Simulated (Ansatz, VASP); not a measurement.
Pt: VASP beside Ansatz

```
Pt
1.0
     0.00000    1.98727    2.01664
     1.98727    0.00000    2.01664
     1.98727    1.98727    0.00000
Pt
1
Direct
  0.00000 0.00000 0.00000
```

Change from the starting cell: strain +0.015 along x and y, +0.030 along z, atoms carried along.

Alike in both runs: task single point; functional PBEsol; k mesh 20 × 20 × 20; occupations gaussian, width 0.15 eV; no spin polarisation.

```csv
,VASP,Ansatz
version,VASP 6.6.1,Ansatz 0.2.0
potentials or method,"VASP PAW PBE potentials, release 64 (Pt)","scalar-relativistic, plane waves, PAW"
plane-wave cutoff (eV),520,420
valence electrons in the cell,10,18
```

|  | VASP | Ansatz | Ansatz less VASP |
| --- | --- | --- | --- |
| gap on the k mesh at the Fermi level (eV) | none | none | - |
| pressure (GPa) | -14.5 | -14.1 | +0.39 |
| largest component of the traceless stress (GPa) | 0.84 | 0.84 | +0.006 |

A gap of «none» marks a metal or a gap that the smearing closes. The two sets of potentials don't hold the same shells in valence.

Caveats: the PAW data sets were made with another functional, which shifts forces and pressure a little (VASP). The runs have no spin-orbit coupling, so splittings on Pt are missing.
